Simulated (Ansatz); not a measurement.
GaS, one structure, two calculations

Cell: a structure deposited in the COD, ions relaxed with PBE at fixed cell.

Space group P6_3/mmc (No. 194); a = 3.5850, c = 15.5000 Å, γ = 120.00°.

```
site  Wyckoff  site symmetry       x       y       z
  Ga       4f            3m.  0.3333  0.6667  0.1710
   S       4f            3m.  0.3333  0.6667  0.6008
```

One atom of each set is listed.

First run. All values are calculated (Ansatz; DFT, PBE, plane waves and PAW, scalar-relativistic, 420 eV cutoff, Γ-centred 14×14×3 k-points, Fermi–Dirac smearing 0.02 eV), not measured.

```
site  V_zz (10²¹ V/m²)     η
  Ga             -7.81  0.00
   S             -5.58  0.00
```

Second run. The same atoms and settings, except that the functional is PBEsol.

Q: Given the first result, estimate the second.

A: 

| site | V_zz | η | change of V_zz |
| --- | --- | --- | --- |
| Ga | -7.66 | 0.00 | +0.15 |
| S | -5.56 | 0.00 | +0.02 |

The largest change of V_zz is on Ga, from -7.81 to -7.66. In per cent, |V_zz| changes by -2 on Ga, 0 on S (all sites that start above 0.5).
